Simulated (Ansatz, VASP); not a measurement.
# One calculation of Ru, two programs

```
Ru
1.0
    -0.06668    1.96700    1.96700
     1.96700   -0.06668    1.96700
     1.96700    1.96700   -0.06668
Ru
1
Direct
  0.00000 0.00000 0.00000
```

Change from the starting cell: equal engineering shear yz, xz and xy -0.0350, equal normal strain along x, y and z +0.0500.

Alike in both runs: task single point; functional PBE; k mesh 20 × 20 × 20; occupations gaussian, width 0.15 eV; no spin polarisation.

|  | VASP | Ansatz |
| --- | --- | --- |
| version | VASP 6.6.1 | Ansatz 0.2.0 |
| potentials or method | VASP PAW PBE potentials, release 64 (Ru_pv) | scalar-relativistic, plane waves, PAW |
| plane-wave cutoff (eV) | 520 | 420 |
| valence electrons in the cell | 14 | 16 |

Ansatz gave:

- gap on the k mesh at the Fermi level (eV): none
- pressure (GPa): -30.3
- largest component of the traceless stress (GPa): 4.87

Problem. Which values does VASP return?

Solution. gap on the k mesh at the Fermi level (eV): none; pressure (GPa): -30.4; largest component of the traceless stress (GPa): 4.85.

A gap of «none» marks a metal or a gap that the smearing closes. The functional is the same, so the differences come from potentials, cutoffs and numerics. The two sets of potentials don't hold the same shells in valence.

Caveats: the cell as given lies far from equilibrium; so large a pressure means that the cell lies far from this level's equilibrium, or that cutoff or potentials fall short (VASP).
